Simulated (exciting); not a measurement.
# MgS (F-43m) in exciting: equation of state

Aim: energy against volume of MgS in PBEsol, for its equilibrium volume and stiffness.

Program: exciting (release sodium). These are calculated values, not measurements. Logs are shortened: lines on timing, memory, paths and dates and some standing lists are left out, and cuts for length are marked.

## 1. Starting point

The structure is cubic, space group F-43m (No. 216). The conventional cell has a = 5.666 Å, b = 5.666 Å, c = 5.666 Å, α = 90.00°, β = 90.00°, γ = 90.00°. Around S (site symmetry -43m) lie 4 Mg at 2.45 Å. Around Mg (site symmetry -43m) lie 4 S at 2.45 Å.

The cell comes from a database or a generator and needn't be the stable form of this composition.

## 2. Equation of state, PBEsol, 21.38 Å³/atom (volume scaled by 0.94)

Input file input.xml:

```xml
<input>
  <title>MgS</title>
  <structure speciespath="./" tshift="false">
    <crystal scale="1">
      <basevect>0.000000000000 5.244528647528 5.244528647528</basevect>
      <basevect>5.244528647528 0.000000000000 5.244528647528</basevect>
      <basevect>5.244528647528 5.244528647528 0.000000000000</basevect>
    </crystal>
    <species speciesfile="S.xml" rmt="1.9">
      <atom coord="0.250000000000 0.250000000000 0.250000000000"/>
    </species>
    <species speciesfile="Mg.xml" rmt="2">
      <atom coord="0.000000000000 0.000000000000 0.000000000000"/>
    </species>
  </structure>
  <groundstate do="fromscratch" ngridk="8 8 8" rgkmax="7.5" gmaxvr="14" lmaxapw="10" lmaxmat="10" lmaxvr="8" xctype="GGA_PBE_SOL" stype="Fermi Dirac" swidth="0.00183747" nempty="10" ValenceRelativity="iora*" epsengy="1e-05" epspot="1e-05" maxscl="60" outputlevel="normal"/>
</input>
```

Potentials or basis: all-electron LAPW+lo, shipped species files, valence relativity iora*.

Started as:

```bash
OMP_NUM_THREADS=1 exciting_smp
```

INFO.OUT:

```text
================================================================================
EXCITING SODIUM started
[... 10 lines left out ...]

 Lattice vectors (cartesian) :
      0.0000000000      5.2445286475      5.2445286475
      5.2445286475      0.0000000000      5.2445286475
      5.2445286475      5.2445286475      0.0000000000

 Reciprocal lattice vectors (cartesian) :
     -0.5990228798      0.5990228798      0.5990228798
      0.5990228798     -0.5990228798      0.5990228798
      0.5990228798      0.5990228798     -0.5990228798

 Unit cell volume                           :     288.5023677318
 Brillouin zone volume                      :       0.8597857113

 Species :    1 (S)
     parameters loaded from                 :    S.xml
     name                                   :    sulphur
     nuclear charge                         :     -16.00000000
     electronic charge                      :      16.00000000
     atomic mass                            :   58452.74216000
     muffin-tin radius                      :       1.90000000
     # of radial points in muffin-tin       :     300

     atomic positions (lattice) :
       1 :   0.25000000  0.25000000  0.25000000

 Species :    2 (Mg)
     parameters loaded from                 :    Mg.xml
     name                                   :    magnesium
     nuclear charge                         :     -12.00000000
     electronic charge                      :      12.00000000
     atomic mass                            :   44305.30463000
     muffin-tin radius                      :       2.00000000
     # of radial points in muffin-tin       :     300

     atomic positions (lattice) :
       1 :   0.00000000  0.00000000  0.00000000

 Total number of atoms per unit cell        :       2

 Spin treatment                             :    spin-unpolarised

 Number of Bravais lattice symmetries       :      48
 Number of crystal symmetries               :      24

 k-point grid                               :       8    8    8
 Total number of k-points                   :      43
 k-point set is reduced with crystal symmetries

 R^MT_min * |G+k|_max (rgkmax)              :       7.50000000
 Species with R^MT_min                      :       1 (S)
 Maximum |G+k| for APW functions            :       3.94736842
 Maximum |G| for potential and density      :      14.00000000

 G-vector grid sizes                        :      36    36    36
 Total number of G-vectors                  :   13371

 Maximum angular momentum used for
     APW functions                          :      10
     computing H and O matrix elements      :      10
     potential and density                  :       8
     inner part of muffin-tin               :       2

 Total nuclear charge                       :     -28.00000000
 Total electronic charge                    :      28.00000000
 Total core charge                          :      12.00000000
 Total valence charge                       :      16.00000000

 Number of empty states                     :      10
 Total number of valence states             :      19

 Maximum Hamiltonian size                   :     320
 Maximum number of plane-waves              :     308
 Total number of local-orbitals             :      12

 Exchange-correlation type                  :      22
     PBEsol, Phys. Rev. Lett. 100, 136406 (2008)
     Generalised gradient approximation (GGA)

 Smearing scheme                            :    Fermi-Dirac
 Smearing width                             :       0.00183747

 Using multisecant Broyden potential mixing
[... 6 lines left out ...]
* Groundstate module started                                                   *
********************************************************************************
 Output level for this task is set to normal

++++++++++++++++++++++++++++++++++++++++++++++++++++++++++++++++++++++++++++++++
[... 5 lines left out ...]
+ SCF iteration number :    1                                                  +
++++++++++++++++++++++++++++++++++++++++++++++++++++++++++++++++++++++++++++++++
 Total energy                               :      -600.87528759
 _______________________________________________________________
 Fermi energy                               :         0.10593835
 Kinetic energy                             :       599.20654596
 Coulomb energy                             :     -1158.89211995
 Exchange energy                            :       -39.94370401
 Correlation energy                         :        -1.24600960

 DOS at Fermi energy (states/Ha/cell)       :         0.00000000

 Electron charges :
     core                                   :        12.00000000
     core leakage                           :         0.00051857
     valence                                :        16.00000000
     interstitial                           :         3.81653154
     charge in muffin-tin spheres :
                  atom     1     S          :        13.89422095
                  atom     2    Mg          :        10.28924751
     total charge in muffin-tins            :        24.18346846
     total charge                           :        28.00000000
[... 370 lines left out ...]
 Electron charges :
     core                                   :        12.00000000
     core leakage                           :         0.00052608
     valence                                :        16.00000000
     interstitial                           :         4.02280757
     charge in muffin-tin spheres :
                  atom     1     S          :        13.63486901
                  atom     2    Mg          :        10.34232342
     total charge in muffin-tins            :        23.97719243
     total charge                           :        28.00000000

 Estimated fundamental gap                  :         0.13194897
        valence-band maximum at    1      0.0000  0.0000  0.0000
     conduction-band minimum at    1      0.0000  0.0000  0.0000

 RMS change in effective potential (target) :  0.510848E-07  ( 0.100000E-04)
 Absolute change in total energy   (target) :  0.624131E-06  ( 0.100000E-04)
 Charge distance                   (target) :  0.596832E-08  ( 0.100000E-04)

++++++++++++++++++++++++++++++++++++++++++++++++++++++++++++++++++++++++++++++++
| Convergency criteria checked for the last 2 iterations                       +
| Convergence targets achieved. Performing final SCF iteration                 +
++++++++++++++++++++++++++++++++++++++++++++++++++++++++++++++++++++++++++++++++
 Total energy                               :      -598.57163466
 _______________________________________________________________
 Fermi energy                               :         0.13559869
 Kinetic energy                             :       600.42360329
 Coulomb energy                             :     -1157.92459546
 Exchange energy                            :       -39.82375795
 Correlation energy                         :        -1.24688454

 DOS at Fermi energy (states/Ha/cell)       :         0.00000000

 Electron charges :
     core                                   :        12.00000000
     core leakage                           :         0.00052608
     valence                                :        16.00000000
     interstitial                           :         4.02280755
     charge in muffin-tin spheres :
                  atom     1     S          :        13.63486904
                  atom     2    Mg          :        10.34232341
     total charge in muffin-tins            :        23.97719245
     total charge                           :        28.00000000

 Estimated fundamental gap                  :         0.13194897
        valence-band maximum at    1      0.0000  0.0000  0.0000
     conduction-band minimum at    1      0.0000  0.0000  0.0000

++++++++++++++++++++++++++++++++++++++++++++++++++++++++++++++++++++++++++++++++
[... 9 lines left out ...]
| EXCITING SODIUM stopped                                                      =
================================================================================
```

It took 59 s on 1 thread of Intel Xeon Platinum 8488C (Sapphire Rapids), shared host; peak memory 0.14 GiB.

What came out:

```
Free energy                                       : -16287.9639 eV
Band gap on the k mesh                            : 3.59 eV, direct
All electrons inside the program's atomic spheres : S 13.63; Mg 10.34 (radii S 1.9, Mg 2.0 bohr)
```

## 3. Equation of state, PBEsol, 21.83 Å³/atom (volume scaled by 0.96)

input.xml, as its differences from that of step 2:

```diff
@@ -4,5 +4,5 @@
     <crystal scale="1">
-      <basevect>0.000000000000 5.244528647528 5.244528647528</basevect>
-      <basevect>5.244528647528 0.000000000000 5.244528647528</basevect>
-      <basevect>5.244528647528 5.244528647528 0.000000000000</basevect>
+      <basevect>0.000000000000 5.281463164732 5.281463164732</basevect>
+      <basevect>5.281463164732 0.000000000000 5.281463164732</basevect>
+      <basevect>5.281463164732 5.281463164732 0.000000000000</basevect>
     </crystal>
```

Potentials or basis: all-electron LAPW+lo, shipped species files, valence relativity iora*.

Started as:

```bash
OMP_NUM_THREADS=1 exciting_smp
```

It took 69 s on 1 thread of Intel Xeon Platinum 8488C (Sapphire Rapids), shared host; peak memory 0.14 GiB.

Results (log left out):

```yaml
Free_energy: -16287.9794 eV
Band_gap_on_the_k_mesh: 3.48 eV, direct
All_electrons_inside_the_program's_atomic_spheres: S 13.62; Mg 10.33 (radii S 1.9, Mg 2.0 bohr)
```

## 4. Equation of state, PBEsol, 22.29 Å³/atom (volume scaled by 0.98)

input.xml, as its differences from that of step 3:

```diff
@@ -4,5 +4,5 @@
     <crystal scale="1">
-      <basevect>0.000000000000 5.281463164732 5.281463164732</basevect>
-      <basevect>5.281463164732 0.000000000000 5.281463164732</basevect>
-      <basevect>5.281463164732 5.281463164732 0.000000000000</basevect>
+      <basevect>0.000000000000 5.317888199679 5.317888199679</basevect>
+      <basevect>5.317888199679 0.000000000000 5.317888199679</basevect>
+      <basevect>5.317888199679 5.317888199679 0.000000000000</basevect>
     </crystal>
```

Started as:

```bash
OMP_NUM_THREADS=1 exciting_smp
```

It took 69 s on 1 thread of Intel Xeon Platinum 8488C (Sapphire Rapids), shared host; peak memory 0.15 GiB.

The run converged. Its results:

```yaml
Free_energy: -16287.9876 eV
Band_gap_on_the_k_mesh: 3.38 eV, direct
All_electrons_inside_the_program's_atomic_spheres: S 13.62; Mg 10.32 (radii S 1.9, Mg 2.0 bohr)
```

## 5. Equation of state, PBEsol, 22.74 Å³/atom

input.xml, as its differences from that of step 4:

```diff
@@ -4,5 +4,5 @@
     <crystal scale="1">
-      <basevect>0.000000000000 5.317888199679 5.317888199679</basevect>
-      <basevect>5.317888199679 0.000000000000 5.317888199679</basevect>
-      <basevect>5.317888199679 5.317888199679 0.000000000000</basevect>
+      <basevect>0.000000000000 5.353820966639 5.353820966639</basevect>
+      <basevect>5.353820966639 0.000000000000 5.353820966639</basevect>
+      <basevect>5.353820966639 5.353820966639 0.000000000000</basevect>
     </crystal>
```

Started as:

```bash
OMP_NUM_THREADS=1 exciting_smp
```

Wall time 86 s (1 thread of Intel Xeon Platinum 8488C (Sapphire Rapids), shared host); peak memory 0.15 GiB.

The run converged. Its results:

| Property | Result |
| --- | --- |
| Free energy | -16287.9886 eV |
| Band gap on the k mesh | 3.28 eV, direct |
| All electrons inside the program's atomic spheres | S 13.61; Mg 10.31 (radii S 1.9, Mg 2.0 bohr) |

## 6. Equation of state, PBEsol, 23.20 Å³/atom (volume scaled by 1.02)

input.xml, as its differences from that of step 5:

```diff
@@ -4,5 +4,5 @@
     <crystal scale="1">
-      <basevect>0.000000000000 5.353820966639 5.353820966639</basevect>
-      <basevect>5.353820966639 0.000000000000 5.353820966639</basevect>
-      <basevect>5.353820966639 5.353820966639 0.000000000000</basevect>
+      <basevect>0.000000000000 5.389277767902 5.389277767902</basevect>
+      <basevect>5.389277767902 0.000000000000 5.389277767902</basevect>
+      <basevect>5.389277767902 5.389277767902 0.000000000000</basevect>
     </crystal>
```

Potentials or basis: all-electron LAPW+lo, shipped species files, valence relativity iora*.

Started as:

```bash
OMP_NUM_THREADS=1 exciting_smp
```

INFO.OUT:

```text
================================================================================
EXCITING SODIUM started
[... 10 lines left out ...]

 Lattice vectors (cartesian) :
      0.0000000000      5.3892777679      5.3892777679
      5.3892777679      0.0000000000      5.3892777679
      5.3892777679      5.3892777679      0.0000000000

 Reciprocal lattice vectors (cartesian) :
     -0.5829338900      0.5829338900      0.5829338900
      0.5829338900     -0.5829338900      0.5829338900
      0.5829338900      0.5829338900     -0.5829338900

 Unit cell volume                           :     313.0557607136
 Brillouin zone volume                      :       0.7923515379

 Species :    1 (S)
     parameters loaded from                 :    S.xml
     name                                   :    sulphur
     nuclear charge                         :     -16.00000000
     electronic charge                      :      16.00000000
     atomic mass                            :   58452.74216000
     muffin-tin radius                      :       1.90000000
     # of radial points in muffin-tin       :     300

     atomic positions (lattice) :
       1 :   0.25000000  0.25000000  0.25000000
[... 53 lines left out ...]

 Smearing scheme                            :    Fermi-Dirac
 Smearing width                             :       0.00183747

 Using multisecant Broyden potential mixing
[... 6 lines left out ...]
* Groundstate module started                                                   *
********************************************************************************
 Output level for this task is set to normal

++++++++++++++++++++++++++++++++++++++++++++++++++++++++++++++++++++++++++++++++
[... 5 lines left out ...]
+ SCF iteration number :    1                                                  +
++++++++++++++++++++++++++++++++++++++++++++++++++++++++++++++++++++++++++++++++
 Total energy                               :      -600.82989994
 _______________________________________________________________
 Fermi energy                               :         0.07856228
 Kinetic energy                             :       599.09138608
 Coulomb energy                             :     -1158.76412502
 Exchange energy                            :       -39.91562725
 Correlation energy                         :        -1.24153374
[... 526 lines left out ...]
 RMS change in effective potential (target) :  0.673769E-06  ( 0.100000E-04)
 Absolute change in total energy   (target) :  0.284316E-05  ( 0.100000E-04)
 Charge distance                   (target) :  0.285935E-07  ( 0.100000E-04)

++++++++++++++++++++++++++++++++++++++++++++++++++++++++++++++++++++++++++++++++
| Convergency criteria checked for the last 2 iterations                       +
| Convergence targets achieved. Performing final SCF iteration                 +
++++++++++++++++++++++++++++++++++++++++++++++++++++++++++++++++++++++++++++++++
 Total energy                               :      -598.57233329
 _______________________________________________________________
 Fermi energy                               :         0.10763805
 Kinetic energy                             :       600.28011294
 Coulomb energy                             :     -1157.81734399
 Exchange energy                            :       -39.79303468
 Correlation energy                         :        -1.24206756
[... 14 lines left out ...]
 Estimated fundamental gap                  :         0.11718818
        valence-band maximum at    1      0.0000  0.0000  0.0000
     conduction-band minimum at    1      0.0000  0.0000  0.0000

++++++++++++++++++++++++++++++++++++++++++++++++++++++++++++++++++++++++++++++++
[... 9 lines left out ...]
| EXCITING SODIUM stopped                                                      =
================================================================================
```

Run time: 87 s. Hardware: 1 thread of Intel Xeon Platinum 8488C (Sapphire Rapids), shared host; peak memory 0.15 GiB.

What came out:

* Free energy: -16287.9830 eV
* Band gap on the k mesh: 3.19 eV, direct
* All electrons inside the program's atomic spheres: S 13.60; Mg 10.30 (radii S 1.9, Mg 2.0 bohr)

## 7. Equation of state, PBEsol, 23.65 Å³/atom (volume scaled by 1.04)

input.xml, as its differences from that of step 6:

```diff
@@ -4,5 +4,5 @@
     <crystal scale="1">
-      <basevect>0.000000000000 5.389277767902 5.389277767902</basevect>
-      <basevect>5.389277767902 0.000000000000 5.389277767902</basevect>
-      <basevect>5.389277767902 5.389277767902 0.000000000000</basevect>
+      <basevect>0.000000000000 5.424274058782 5.424274058782</basevect>
+      <basevect>5.424274058782 0.000000000000 5.424274058782</basevect>
+      <basevect>5.424274058782 5.424274058782 0.000000000000</basevect>
     </crystal>
```

Started as:

```bash
OMP_NUM_THREADS=1 exciting_smp
```

It took 69 s on 1 thread of Intel Xeon Platinum 8488C (Sapphire Rapids), shared host; peak memory 0.15 GiB.

The run converged. Its results:

```
Free energy                                       : -16287.9722 eV
Band gap on the k mesh                            : 3.10 eV, direct
All electrons inside the program's atomic spheres : S 13.59; Mg 10.29 (radii S 1.9, Mg 2.0 bohr)
```

## 8. Equation of state, PBEsol, 24.10 Å³/atom (volume scaled by 1.06)

input.xml, as its differences from that of step 7:

```diff
@@ -4,5 +4,5 @@
     <crystal scale="1">
-      <basevect>0.000000000000 5.424274058782 5.424274058782</basevect>
-      <basevect>5.424274058782 0.000000000000 5.424274058782</basevect>
-      <basevect>5.424274058782 5.424274058782 0.000000000000</basevect>
+      <basevect>0.000000000000 5.458824506578 5.458824506578</basevect>
+      <basevect>5.458824506578 0.000000000000 5.458824506578</basevect>
+      <basevect>5.458824506578 5.458824506578 0.000000000000</basevect>
     </crystal>
```

Started as:

```bash
OMP_NUM_THREADS=1 exciting_smp
```

Run time: 74 s. Hardware: 1 thread of Intel Xeon Platinum 8488C (Sapphire Rapids), shared host; peak memory 0.15 GiB.

Results (log left out):

| Quantity | Value |
| --- | --- |
| Free energy | -16287.9559 eV |
| Band gap on the k mesh | 3.01 eV, direct |
| All electrons inside the program's atomic spheres | S 13.58; Mg 10.28 (radii S 1.9, Mg 2.0 bohr) |

## 9. Equation of state, PBEsol

Potentials or basis: all-electron LAPW+lo, shipped species files, valence relativity iora*.

No new run: the results of the series are fitted here.

Results:

```
Equilibrium volume                      : 22.58 Å³/atom
Bulk modulus                            : 57 GPa
Pressure derivative of the bulk modulus : 3.9 (rough: it moves with the points fitted)
```

Energy against volume, from the lowest point:
```
volume (Å³/atom)  energy (meV/atom)
          21.376              12.34
          21.831               4.64
          22.285               0.50
          22.740               0.00
          23.195               2.84
          23.650               8.22
          24.105              16.37
```
